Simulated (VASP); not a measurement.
Wanted: the native input for a VASP 6.6.1 run.

```yaml
Task: relaxation of cell and atoms
Functional: PBE
Dispersion: D3(BJ)
Potentials_or_basis: VASP PAW PBE potentials, release 64 (Ga_d, N)
Cutoff: 600 eV
k_mesh: 12 × 12 × 5
Occupations: gaussian, width 0.03 eV
Spin: no spin polarisation
Further_INCAR_settings: ALGO = Normal; EDIFF = 1e-07; IBRION = 2; EDIFFG = -0.005; NSW = 90; ISIF = 3
```

The structure of GaN lies in POSCAR:

```
GaN                                     
1.0
    3.1956733398      0.0000000000     -0.0000000000
   -1.5978366699      2.7675342945      0.0000000000
    0.0000000000      0.0000000000      5.2089487480
  Ga              N             
     2     2
Direct
     0.3333333332999970    0.6666666667000030    0.9992111713869399
     0.6666666667000030    0.3333333332999970    0.4992111713869398
     0.3333333332999970    0.6666666667000030    0.3757888286130602
     0.6666666667000030    0.3333333332999970    0.8757888286130601
```

The input as run:

INCAR

```
PREC = Accurate
ENCUT = 600
EDIFF = 1E-7
ISMEAR = 0
SIGMA = 0.03
LREAL = F
LASPH = T
NELM = 80
ALGO = Normal
ISIF = 3
LWAVE = F
LCHARG = F
GGA = PE
IVDW = 12
IBRION = 2
NSW = 90
EDIFFG = -0.005
```

KPOINTS

```
regular mesh
0
Gamma
  12 12 5
```

Potentials or basis: VASP PAW PBE potentials, release 64 (Ga_d, N).

The run is started by

```console
$ cat potpaw_PBE.64/Ga_d/POTCAR potpaw_PBE.64/N/POTCAR > POTCAR
$ mpirun -np 1 vasp_std > vasp.out
```

It gave:

- Pressure after relaxing: 0.0 GPa
- Band gap on the k mesh: 1.85 eV, direct
- Dispersion energy per atom: -0.252 eV

Caveat: the relaxation stopped at its first step, so nothing moved.

It took 110 s on 1 thread of Intel(R) Xeon(R) Platinum 8259CL CPU @ 2.50GHz (Skylake/Cascade Lake), on a shared host, peak memory 0.22 GiB.
